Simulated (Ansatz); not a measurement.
# OH on Ti(0001): change of the work function, part 3 of 5

Aim: the work function of Ti(0001) at several coverages of OH (hcp site), and the dipole that each adsorbate carries.

Ansatz 0.2.0; plane-wave DFT, PBE, Ansatz PAW.

So far, work function, upper face (eV): step 2 (the clean slab) 4.37; step 3 (38 atoms, coverage 0.111 ML, cell 3x3) 3.74.

**4. The covered slab, k-mesh 6×6×1, coverage 0.25 ML**

System of this step: OH/Ti(0001). The cell holds 18 atoms: 16 Ti, 1 O and 1 H. Its edges and angles: a = 5.900 Å, b = 5.900 Å, c = 27.387 Å, α = 90.0°, β = 90.0°, γ = 60.0°. Vacuum lies along c.

Another coverage, to see how the dipoles act on each other as their distance changes.

input.yaml

```yaml
crystal:
  lattice:
    - [5.9, 0.0, 0.0]
    - [2.95, 5.1095498824, 0.0]
    - [0.0, 0.0, 27.3867978225]
  atoms:
    - { symbol: Ti, position: [0.3333333333, 0.3333333333, 0.3286254953] }
    - { symbol: Ti, position: [0.0, 0.0, 0.4141521061] }
    - { symbol: Ti, position: [0.3333333333, 0.3333333333, 0.5021618095] }
    - { symbol: Ti, position: [0.0, 0.0, 0.5813486826] }
    - { symbol: Ti, position: [0.3333333333, 0.8333333333, 0.3286254953] }
    - { symbol: Ti, position: [0.0, 0.5, 0.4141521061] }
    - { symbol: Ti, position: [0.3333333333, 0.8333333333, 0.5021618095] }
    - { symbol: Ti, position: [0.0, 0.5, 0.5813486826] }
    - { symbol: Ti, position: [0.8333333333, 0.3333333333, 0.3286254953] }
    - { symbol: Ti, position: [0.5, 0.0, 0.4141521061] }
    - { symbol: Ti, position: [0.8333333333, 0.3333333333, 0.5021618095] }
    - { symbol: Ti, position: [0.5, 0.0, 0.5813486826] }
    - { symbol: Ti, position: [0.8333333333, 0.8333333333, 0.3286254953] }
    - { symbol: Ti, position: [0.5, 0.5, 0.4141521061] }
    - { symbol: Ti, position: [0.8333333333, 0.8333333333, 0.5021618095] }
    - { symbol: Ti, position: [0.5, 0.5, 0.5813486826] }
    - { symbol: O, position: [0.3333333333, 0.3333333333, 0.6355908396] }
    - { symbol: H, position: [0.3333333333, 0.3333333333, 0.6713745047] }
kpoints:
  mp_grid: { grid: [6, 6, 1] }
hamiltonian:
  xc: pbe
scf:
  occupations: { method: fermi_dirac, width: 0.1 }
  convergence: { dr2_threshold: 1.0e-08 }
efield:
  axis: 3
  dipole_correction: true
  ramp_position: 0.97
  ramp_width: 0.06
relax:
  f_tol: 0.02
  max_steps: 60
  constraints: [{ sites: [0, 1, 4, 5, 8, 9, 12, 13] }]
output:
  bader: true
  dos: { projected: true, e_range: [-8, 4] }
  write_potential: true
  write_density: true
  volumetric_format: npy
  elf: true
```

Command:

```
ansatz run input.yaml --threads 4 --pin off --max-ram 12288MiB --backend cpu --events-out ev --progress --plain --runs-dir out
```

Numbers of over 12 decimals in the logs are rounded to 6 here.

What it wrote:

```text
[...]
Crystal: 18 atoms, lattice volume = 825.612 Å³
Basis set: ecut = 420 eV, 16039 PW (Γ), exchange–correlation on 80×80×384 points (8 copies of the dense FFT grid, shifted against one another)
Bands: 120, of which v1, the nominal top of the filled ones, is band 100 counted from 1 (99 counted from 0)
Symmetry: 6 space group operations
[...]
k-points: 7 of 36 (time reversal used)
[...]
SCF iter   1: F=—  HF=-40572.845576 eV  |F-HF|=—  |Δ(HF+E_count)|=         —  Δρ=5.57e-3  dr2=1.28e0  ethr=1.77e-3  p=0.192 e·Å  D=4.20e-2 V/Å  ΔV_dip=-1.15 eV  dr2_dipole=3.45e-1  V_vac-E_F(+/−)=2.92/4.07 eV  ⟨swp⟩=10.4  Hψ=4030  notcnv=0
[...]
SCF iter  10: F=-40572.814848 eV  HF=-40572.814848 eV  |F-HF|=3.67e-9  |Δ(HF+E_count)|=   6.89e-8  Δρ=7.26e-7  dr2=9.04e-9  ethr=5.03e-12  p=0.220 e·Å  D=4.82e-2 V/Å  ΔV_dip=-1.32 eV  dr2_dipole=1.08e-9  V_vac-E_F(+/−)=3.10/4.42 eV  ⟨swp⟩=11.7  Hψ=6272  notcnv=0
SCF 1 converged in 10 iterations: F = -40572.814848 eV  dr2 = 9.04e-9
[...]
relax step   1: F+E_penalty+E_count = -40572.81484839 eV  Δ(F+E_penalty+E_count) = +0.000e0 eV  max|allowed force component| = 1.207e0 eV/Å  Δτ_max = 0.0000 Å  (10 SCF iters, accepted)
[...]
SCF iter  10: F=-40573.134705 eV  HF=-40573.134705 eV  |F-HF|=1.16e-8  |Δ(HF+E_count)|=   4.01e-8  Δρ=7.64e-7  dr2=8.11e-9  ethr=5.03e-12  p=0.229 e·Å  D=5.02e-2 V/Å  ΔV_dip=-1.37 eV  dr2_dipole=1.10e-11  V_vac-E_F(+/−)=3.05/4.42 eV  ⟨swp⟩=12.3  Hψ=6114  notcnv=0
SCF 2 converged in 10 iterations: F = -40573.134705 eV  dr2 = 8.11e-9
relax step   2: F+E_penalty+E_count = -40573.13470459 eV  Δ(F+E_penalty+E_count) = -3.199e-1 eV  max|allowed force component| = 4.846e-1 eV/Å  Δτ_max = 0.1944 Å  (10 SCF iters, accepted)
SCF iter   1: F=—  HF=-40573.209791 eV  |F-HF|=—  |Δ(HF+E_count)|=         —  Δρ=3.79e-3  dr2=3.94e-1  ethr=4.52e-4  p=0.229 e·Å  D=5.02e-2 V/Å  ΔV_dip=-1.37 eV  dr2_dipole=6.92e-2  V_vac-E_F(+/−)=3.05/4.42 eV  ⟨swp⟩=3.1  Hψ=1466  notcnv=0
[...]
SCF iter  10: F=-40573.175493 eV  HF=-40573.175493 eV  |F-HF|=1.27e-9  |Δ(HF+E_count)|=   1.30e-8  Δρ=3.47e-7  dr2=2.43e-9  ethr=5.03e-12  p=0.233 e·Å  D=5.10e-2 V/Å  ΔV_dip=-1.40 eV  dr2_dipole=1.75e-10  V_vac-E_F(+/−)=3.03/4.42 eV  ⟨swp⟩=11.7  Hψ=5722  notcnv=0
SCF 3 converged in 10 iterations: F = -40573.175493 eV  dr2 = 2.43e-9
relax step   3: F+E_penalty+E_count = -40573.17549334 eV  Δ(F+E_penalty+E_count) = -4.079e-2 eV  max|allowed force component| = 7.401e-2 eV/Å  Δτ_max = 0.0429 Å  (10 SCF iters, accepted)
SCF iter   1: F=—  HF=-40573.177113 eV  |F-HF|=—  |Δ(HF+E_count)|=         —  Δρ=7.28e-4  dr2=2.23e-2  ethr=1.18e-4  p=0.233 e·Å  D=5.10e-2 V/Å  ΔV_dip=-1.40 eV  dr2_dipole=4.33e-3  V_vac-E_F(+/−)=3.02/4.42 eV  ⟨swp⟩=2.3  Hψ=1298  notcnv=0
[...]
SCF iter   8: F=-40573.176590 eV  HF=-40573.176590 eV  |F-HF|=5.75e-9  |Δ(HF+E_count)|=   3.75e-8  Δρ=5.38e-7  dr2=4.80e-9  ethr=5.03e-12  p=0.232 e·Å  D=5.09e-2 V/Å  ΔV_dip=-1.39 eV  dr2_dipole=6.88e-11  V_vac-E_F(+/−)=3.03/4.42 eV  ⟨swp⟩=11.9  Hψ=5961  notcnv=0
SCF 4 converged in 8 iterations: F = -40573.176590 eV  dr2 = 4.80e-9
relax step   4: F+E_penalty+E_count = -40573.17658976 eV  Δ(F+E_penalty+E_count) = -1.096e-3 eV  max|allowed force component| = 1.234e-2 eV/Å  Δτ_max = 0.0167 Å  (8 SCF iters, accepted)
[...]
SCF converged after 8 iterations
Free energy (F): -40573.176590 eV
[...]
Internal energy: -40572.191420 eV  (E = F + TS)
E sigma→0 (E₀):  -40572.684005 eV
Entropy (-TS):   -0.985169 eV (-54.732 meV/atom)
Fermi energy:    2.306415 eV
Dipole field:    D = 0.050874 V/Å  (p = 0.232118 e·Å, saw-weighted, corrected)
Work function:   Φ+ = 3.0297 eV   Φ− = 4.4230 eV
[...]
--- Forces (eV/Å), atoms counted from 1 ---
  atom   1  Ti    -0.00000000     0.00000000     0.60453332
  atom   2  Ti     0.00000000    -0.00000000    -0.74745377
  atom   3  Ti     0.00000000    -0.00000000     0.00799256
  atom   4  Ti    -0.00000000     0.00000000    -0.00559697
  atom   5  Ti    -0.03305106     0.01908204     0.60187080
  atom   6  Ti     0.02314841    -0.01336474    -0.55489080
  atom   7  Ti     0.00729626    -0.00421250    -0.00009318
  atom   8  Ti    -0.00433635     0.00250359    -0.00182778
  atom   9  Ti    -0.00000000    -0.03816408     0.60187080
  atom  10  Ti     0.00000000     0.02672949    -0.55489080
  atom  11  Ti     0.00000000     0.00842500    -0.00009318
  atom  12  Ti     0.00000000    -0.00500718    -0.00182778
  atom  13  Ti     0.03305106     0.01908204     0.60187080
  atom  14  Ti    -0.02314841    -0.01336474    -0.55489080
  atom  15  Ti    -0.00729626    -0.00421250    -0.00009318
  atom  16  Ti     0.00433635     0.00250359    -0.00182778
  atom  17  O      0.00000000     0.00000000    -0.00706206
  atom  18  H      0.00000000     0.00000000     0.01233992
  max |Σ_I F_I| component: 6.99e-5 eV/Å
--- Band table (eV; the first three rows and the last of 7) ---
  k-point 0: bands = [... 96 lower, 2.4490, 2.5461, 2.7279, 2.7928, 2.7928, 2.7975, 2.8895, 2.8895, ... 16 higher]
  k-point 1: bands = [... 96 lower, 2.4351, 2.4790, 2.5427, 2.6276, 2.6857, 2.6938, 2.8064, 2.8356, ... 16 higher]
  k-point 2: bands = [... 96 lower, 2.2382, 2.2811, 2.3242, 2.3432, 2.3889, 2.4850, 2.5048, 2.5161, ... 16 higher]
  k-point 6: bands = [... 96 lower, 1.8843, 1.9531, 1.9551, 1.9888, 2.0126, 2.1826, 2.2430, 2.3289, ... 16 higher]
--- Relaxed structure (4 steps of the walk, 4 accepted, 0 SCFs on fresh bases) ---
  F+E_penalty+E_count = -40573.17658976 eV   max|allowed force component| = 1.234e-2 eV/Å
  atoms:
    - { symbol: Ti, position: [0.333333, 0.333333, 0.328625] }
    - { symbol: Ti, position: [6.1679056930800195e-18, 6.1679056930800195e-18, 0.414152] }
    - { symbol: Ti, position: [0.333333, 0.333333, 0.504109] }
    - { symbol: Ti, position: [6.830549350033766e-18, 4.842618379172527e-18, 0.574667] }
    - { symbol: Ti, position: [0.333333, 0.833333, 0.328625] }
    - { symbol: Ti, position: [5.551115123125783e-17, 0.5, 0.414152] }
    - { symbol: Ti, position: [0.343030, 0.828485, 0.500897] }
    - { symbol: Ti, position: [-0.0013669, 0.500683, 0.585053] }
    - { symbol: Ti, position: [0.833333, 0.333333, 0.328625] }
    - { symbol: Ti, position: [0.500000, 6.1679056930800195e-18, 0.414152] }
    - { symbol: Ti, position: [0.828485, 0.343030, 0.500897] }
    - { symbol: Ti, position: [0.500683, -0.0013669, 0.585053] }
    - { symbol: Ti, position: [0.833333, 0.833333, 0.328625] }
    - { symbol: Ti, position: [0.500000, 0.5, 0.414152] }
    - { symbol: Ti, position: [0.828485, 0.828485, 0.500897] }
    - { symbol: Ti, position: [0.500683, 0.500683, 0.585053] }
    - { symbol: O, position: [0.333333, 0.333333, 0.630557] }
    - { symbol: H, position: [0.333333, 0.333333, 0.666070] }
--- Bader charges: 18 sites ---
  site symbol  charge [e]  shift [e] shared [e]
     0     Ti     -0.0533     0.0000    -0.0623
     1     Ti      0.0592     0.0000     0.0592
     2     Ti      0.2434     0.0000     0.2429
     3     Ti     -0.2175     0.0000    -0.2175
     4     Ti     -0.0552     0.0000    -0.0552
     5     Ti      0.0529     0.0000     0.0517
     6     Ti     -0.0038     0.0000    -0.0038
     7     Ti      0.2641     0.0000     0.2641
     8     Ti     -0.0552     0.0000    -0.0552
     9     Ti      0.0530     0.0000     0.0518
    10     Ti     -0.0039     0.0000    -0.0039
    11     Ti      0.2640     0.0000     0.2640
    12     Ti     -0.0552     0.0000    -0.0552
    13     Ti      0.0534     0.0000     0.0522
    14     Ti     -0.0179     0.0000    -0.0179
    15     Ti      0.2641     0.0000     0.2641
    16      O     -1.3522     0.0021    -1.3522
    17      H      0.5731     0.0020     0.5731
  maxima off the nuclei: 1, with 0.0131 electrons
  on the straight line to a nucleus their density falls by 4.3e-6 of itself; PAW files or a low cutoff
  can make one that falls by little (a run on other files and one at a higher cutoff tell): if they did, read the shared
  charge, to which what the maxima have on the atom's side is counted
  estimated error of the sums over rays = 7.4e-4 e
```

Wall time 2 min (4 threads of Arm Neoverse V2, shared host); peak memory 2.4 GiB.

The steps of the relaxation:

```tsv
step	energy less that of the first step (eV)	largest force component (eV/Å)
1	0.0000	1.2065
2	-0.3199	0.4846
3	-0.3606	0.0740
4	-0.3617	0.0123
```

The run keeps the 6 symmetry operations that it works with, so distortions that break them were not tested.

The atoms that moved most (Å):

```tsv
atom	dx	dy	dz	length
Ti4	0.000	0.000	-0.183	0.183
H18	0.000	0.000	-0.145	0.145
O17	0.000	0.000	-0.138	0.138
Ti16	0.006	0.003	0.101	0.102
Ti12	0.000	-0.007	0.101	0.102
Ti8	-0.006	0.003	0.101	0.102
Ti7	0.043	-0.025	-0.035	0.060
Ti11	0.000	0.050	-0.035	0.060
```

Final coordinates:

```cif
data_structure
_symmetry_space_group_name_H-M 'P 1'
_symmetry_Int_Tables_number 1
_cell_length_a 5.9000
_cell_length_b 5.9000
_cell_length_c 27.3868
_cell_angle_alpha 90.000
_cell_angle_beta 90.000
_cell_angle_gamma 60.000
_cell_volume 825.61
loop_
_atom_site_label
_atom_site_type_symbol
_atom_site_fract_x
_atom_site_fract_y
_atom_site_fract_z
_atom_site_occupancy
Ti1 Ti 0.33333 0.33333 0.32863 1
Ti2 Ti 0.00000 0.00000 0.41415 1
Ti3 Ti 0.33333 0.33333 0.50411 1
Ti4 Ti 0.00000 0.00000 0.57467 1
Ti5 Ti 0.33333 0.83333 0.32863 1
Ti6 Ti 0.00000 0.50000 0.41415 1
Ti7 Ti 0.34303 0.82849 0.50090 1
Ti8 Ti 0.99863 0.50068 0.58505 1
Ti9 Ti 0.83333 0.33333 0.32863 1
Ti10 Ti 0.50000 0.00000 0.41415 1
Ti11 Ti 0.82849 0.34303 0.50090 1
Ti12 Ti 0.50068 0.99863 0.58505 1
Ti13 Ti 0.83333 0.83333 0.32863 1
Ti14 Ti 0.50000 0.50000 0.41415 1
Ti15 Ti 0.82849 0.82849 0.50090 1
Ti16 Ti 0.50068 0.50068 0.58505 1
O17 O 0.33333 0.33333 0.63056 1
H18 H 0.33333 0.33333 0.66607 1
```

Numbers from this step:

| Item | Value |
| --- | --- |
| energy at zero smearing | -40572.6840 eV |
| work function, upper face | 3.030 eV |
| dipole along the normal | 0.2321 e·Å |
| step between the vacuum levels | -1.393 eV |

The density of states has structure finer than the step of the table below, so its rows give means over 0.25 eV, whole bins alone (the curve runs from -8 to 0.81 eV). Peaks (eV: height): -6.110: 129, -1.980: 35.6, -0.840: 48.7, -0.750: 49.3, -0.690: 89.7, 0.210: 53.9, 0.300: 44.5.

Density of states against energy, zero at the Fermi level; means over each step:

energy (eV), density of states (states/eV a cell) and a bar:
```
    -6.50          0 
    -6.25          9 ######
    -6.00         12 ########
    -5.75          0 
    -5.50          1 #
    -5.25          1 #
    -5.00          1 #
    -4.75          1 #
    -4.50          3 ##
    -4.25          2 ##
    -4.00          3 ##
    -3.75          3 ##
    -3.50          3 ##
    -3.25          4 ###
    -3.00          5 ###
    -2.75         11 ########
    -2.50          6 ####
    -2.25         17 ############
    -2.00         19 #############
    -1.75         22 ###############
    -1.50         18 ############
    -1.25         18 #############
    -1.00         19 #############
    -0.75         43 ##############################
    -0.50         15 ##########
    -0.25         23 ################
     0.00         32 ######################
     0.25         35 #########################
     0.50         32 ######################
```

Projected DOS per atom over height of the atomic layer and energy from the Fermi level. Layers: Ti4 Ti4 Ti4 Ti4 O H from below.

Ten even steps from '_' (0.0 states/eV) to '@' (8.4 states/eV), each cell a mean:
```
--::..::____
--....::____
::....::____
..::....____
........____
........____
........____
__....______
____________
____________
____________
____________
____________
____________
____________
____________
____________
________@@__
____________
____________
____________
____________
```
Columns: height of the atomic layer (Å) from 9 to 18.2 (not evenly spaced); rows upwards: energy from the Fermi level (eV) from -7.96 to 0.745.

Valence density in the ca plane at fractional y = 0.333, with atoms of Ti and O and H within 0.2 Å of it. It is the smooth field of the valence electrons, not physical close to the nuclei.

Ten steps, logarithmic in the rise over the least value, from '0' (0.00 × 1e0 e/Å³) to '9' (9.81 × 1e0 e/Å³), each cell a mean:
```
32222222235663222222100000000000000000000000
63222222258986322221100000000000000000000000
63222222269997322221100000000000000000000000
53222222247985322221100000000000000000000000
32222222234653222222100000000000000000000000
22223322222222223332100000000000000000000000
22234432222222223442110000000000000000000000
22223322222222223332222100000000000000000000
32222222224664222223554310000000000000000000
63222222247997322225787541000000000000000000
63222222258997422235898652000000000000000000
53222222247986322224786531000000000000000000
32222222224653222223454210000000000000000000
22223322222222223332221100000000000000000000
22234432222222223442110000000000000000000000
22223322222222222332100000000000000000000000
```
Columns run along c (16.0 Å, from fractional 0.36 to 0.94 of the cell), rows up along a (5.9 Å). Atoms in or near the plane, at fractional coordinates: Ti at (0.50, 0.33), Ti at (0.50, 0.83), O at (0.63, 0.33), H at (0.67, 0.33).

Electrostatic potential energy in the ca plane at fractional y = 0.333, with atoms of Ti and O and H within 0.2 Å of it. With pseudopotentials it is smooth inside the atoms' cores, unlike the true potential.

Values in eV, 9 rows by 16 columns, each cell a mean:
```
 -6   1   2 -13 -25   0   1   4   6   6   6   6   6   6   6   6
-11   4   3 -20 -32  -2   4   5   6   6   6   6   6   6   6   6
 -2  -1   0  -8 -17   1  -2   3   6   6   6   6   6   6   6   6
  2 -10  -5   3   1   1 -12   0   5   5   6   6   6   6   6   6
 -1  -3  -1  -3 -12   0  -5  -3   2   4   5   6   6   6   6   6
-10   3   3 -16 -32  -4   2 -26 -26  -1   5   6   6   6   6   6
 -7   2   3 -13 -29  -2   1 -20 -16   1   5   6   6   6   6   6
  1  -6  -3   0  -5   1  -8   0   4   4   5   6   6   6   6   6
  2  -8  -4   1  -1   1 -11   0   5   6   6   6   6   6   6   6
```
Columns run along c (16.0 Å, from fractional 0.36 to 0.94 of the cell; values clipped at the 3rd and 97th percentile), rows up along a (5.9 Å). Atoms in or near the plane, at fractional coordinates: Ti at (0.50, 0.33), Ti at (0.50, 0.83), O at (0.63, 0.33), H at (0.67, 0.33).

ELF in the ca plane at fractional y = 0.333, with atoms of Ti and O and H within 0.2 Å of it. It is the smooth field of the valence electrons, not physical close to the nuclei.

Ten even steps from '0' (0.00) to '9' (0.98), each cell a mean:
```
45312322223114531232212222100000000000000000
53532565554145453256545554311000000000000000
31442677764253154267666654321000000000000000
54532554454145552255444443210000000000000000
34312321123213421332211221100000000000000000
11233112112321113321220000000000000000000000
22343112212442234411320010000000000000000000
11123211112321112321111343110000000000000000
45312322123213541232115886553100000000000000
53532565554135354245227767997300000000000000
31442677664144135255237548998400000000000000
54532554444135453244227777886200000000000000
34312321123213431232104776442000000000000000
11233112112421112321211232100000000000000000
22343112212442234411320000000000000000000000
11123211112321112321210000000000000000000000
```
Columns run along c (16.0 Å, from fractional 0.32 to 0.90 of the cell), rows up along a (5.9 Å). Atoms in or near the plane, at fractional coordinates: Ti at (0.33, 0.33), Ti at (0.50, 0.33), Ti at (0.33, 0.83), Ti at (0.50, 0.83), O at (0.63, 0.33), H at (0.67, 0.33).

The relaxation took 4 steps and lowered the energy by 0.36 eV; the largest force on the free atoms ends at 0.012 eV/Å.

By hand: a sheet of dipoles makes a step −p/(ε₀A) in the electron's potential. With e/ε₀ = 180.95 V·Å, p = 0.2321 e·Å and A = 30.15 Å², that is −180.95 × (0.2321) / 30.15 = -1.393 eV, and the two vacuum levels of the run differ by -1.393 eV.

The covered face has 3.03 eV, -1.34 eV against the clean one; the bare back face has moved by -0.00 eV, a measure of how thin the slab is.

**5. The covered slab, k-mesh 6×6×1, coverage 0.5 ML**

System of this step: OH/Ti(0001). The cell holds 20 atoms: 16 Ti, 2 O and 2 H. Cell: a = 5.900 Å, b = 5.900 Å, c = 27.387 Å, α = 90.0°, β = 90.0°, γ = 60.0°. Vacuum lies along c.

Another coverage, to see how the dipoles act on each other as their distance changes.

Edit input.yaml of step 4 so:

```diff
@@ -23,3 +23,5 @@
     - { symbol: O, position: [0.3333333333, 0.3333333333, 0.6355908396] }
+    - { symbol: O, position: [0.8333333333, 0.3333333333, 0.6355908396] }
     - { symbol: H, position: [0.3333333333, 0.3333333333, 0.6713745047] }
+    - { symbol: H, position: [0.8333333333, 0.3333333333, 0.6713745047] }
 kpoints:
@@ -46,2 +48 @@
   volumetric_format: npy
-  elf: true
```

What it wrote:

```text
[...]
Crystal: 20 atoms, lattice volume = 825.612 Å³
Basis set: ecut = 420 eV, 16039 PW (Γ), exchange–correlation on 80×80×384 points (8 copies of the dense FFT grid, shifted against one another)
Bands: 124, of which v1, the nominal top of the filled ones, is band 103 counted from 1 (102 counted from 0)
Symmetry: 4 space group operations
[...]
2     Ti      0.1849     0.0000
     3     Ti      0.0425     0.0001
     4     Ti     -0.0562     0.0000
     5     Ti      0.0461     0.0000
     6     Ti      0.0274     0.0000
     7     Ti      0.5270     0.0002
[...]
16      O     -1.3245     0.0018
    17      O     -1.3245     0.0018
    18      H      0.5447     0.0017
    19      H      0.5447     0.0017
  estimated error of the sums over rays = 6.6e-4 e
[key lines of the parts left out:]
SCF converged after 7 iterations
Free energy (F): -41158.676374 eV
Fermi energy:    2.714763 eV
Dipole field:    D = 0.079581 V/Å  (p = 0.363098 e·Å, saw-weighted, corrected)
Work function:   Φ+ = 2.2390 eV   Φ− = 4.4185 eV
```

Elapsed: 4.5 min, on 4 threads; peak memory 2.9 GiB; 17 min of CPU time.

This run has no spin polarisation, although Ti can carry a moment.

Step by step:

```tsv
step	energy less that of the first step (eV)	largest force component (eV/Å)
1	0.0000	1.7243
2	-0.5666	0.3871
3	-0.6102	0.0537
4	-0.6126	0.0440
5	-0.6134	0.0351
6	-0.6138	0.0122
```

The run keeps the 4 symmetry operations that it works with, so distortions that break them were not tested.

The atoms that moved most (Å):

```tsv
atom	dx	dy	dz	length
H19	0.000	-0.294	-0.187	0.349
H20	0.000	-0.294	-0.187	0.349
O17	0.000	-0.148	-0.170	0.226
O18	0.000	-0.148	-0.170	0.226
Ti8	0.000	0.071	0.152	0.168
Ti16	0.000	0.071	0.152	0.168
Ti15	0.000	-0.023	-0.058	0.062
Ti7	0.000	-0.023	-0.058	0.062
```

The relaxed structure:

```xyz
20
Lattice="5.9000 0.0000 0.0000 2.9500 5.1095 0.0000 0.0000 0.0000 27.3868" Properties=species:S:1:pos:R:3
Ti    2.9500    1.7032    9.0000
Ti    0.0000    0.0000   11.3423
Ti    2.9500    1.7476   13.7761
Ti    0.0000   -0.0189   15.8821
Ti    4.4250    4.2580    9.0000
Ti    1.4750    2.5548   11.3423
Ti    4.4250    4.2350   13.6951
Ti    1.4750    2.6261   16.0729
Ti    5.9000    1.7032    9.0000
Ti    2.9500    0.0000   11.3423
Ti    5.9000    1.7476   13.7761
Ti    2.9500   -0.0189   15.8821
Ti    7.3750    4.2580    9.0000
Ti    4.4250    2.5548   11.3423
Ti    7.3750    4.2350   13.6951
Ti    4.4250    2.6261   16.0729
O     2.9500    1.5548   17.2370
O     5.9000    1.5548   17.2370
H     2.9500    1.4091   18.1994
H     5.9000    1.4091   18.1994
```

The relaxation took 6 steps and lowered the energy by 0.61 eV; the largest force on the free atoms ends at 0.012 eV/Å.

The covered face has 2.24 eV, -2.13 eV against the clean one; the bare back face has moved by -0.00 eV, a measure of how thin the slab is.

(Continued in part 4 of 5.)

[Logs are printed without paths, hosts, clocks, repeated set-up lines and the standing remarks that a program may print on its own settings, such as how far it seeks lower states.]

[Hosts, paths, dates, database ids (printed as entryN), source tags and the programs' standing remarks are cut or masked in the printed files.]

[Maps of the electrostatic potential energy from Ansatz leave out the sawtooth potential of an applied field or a dipole correction, so their vacuum need not be flat; planar profiles and work functions include it.]

[The density of states shown here was stored with 400 of the rows of the run's finer table, so its peaks can read low, often by over a quarter, or be missed, and its means over a window can be off by a tenth or more.]
